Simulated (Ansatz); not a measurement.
**TiCo (Pm-3m), zone-centre modes**

Computed with Ansatz, DFT PBEsol, scalar-relativistic, plane waves, PAW. The runs took a 420 eV cutoff, a Γ-centred 20×20×20 mesh and Gaussian smearing (0.15 eV). Collinear spins, started from moments 0.0, 0.8 μB in atom order; the magnetic state may not be the lowest.

The undisturbed cell (relaxed at this level; it needn't be the usual structure):

```xyz
2
Lattice="2.9385 0.0000 0.0000 0.0000 2.9385 0.0000 0.0000 0.0000 2.9385" Properties=species:S:1:pos:R:3 pbc="T T T"
Ti    0.0000    0.0000    0.0000
Co    1.4693    1.4693    1.4693
```

Harmonic modes by finite displacements of 0.02 Å, without the LO–TO term.

Question: At this geometry, is the structure stable against these modes?

Answer: Yes: no mode is imaginary beyond 10 cm⁻¹, and only the three translations lie near zero.

Question: List the wavenumbers in cm⁻¹.

Answer: 0, 0, 0, 235, 235, 235.

Cost: 1 run of about 1.8 core-minutes, on Intel Xeon 6975P-C (Granite Rapids) (shared hosts).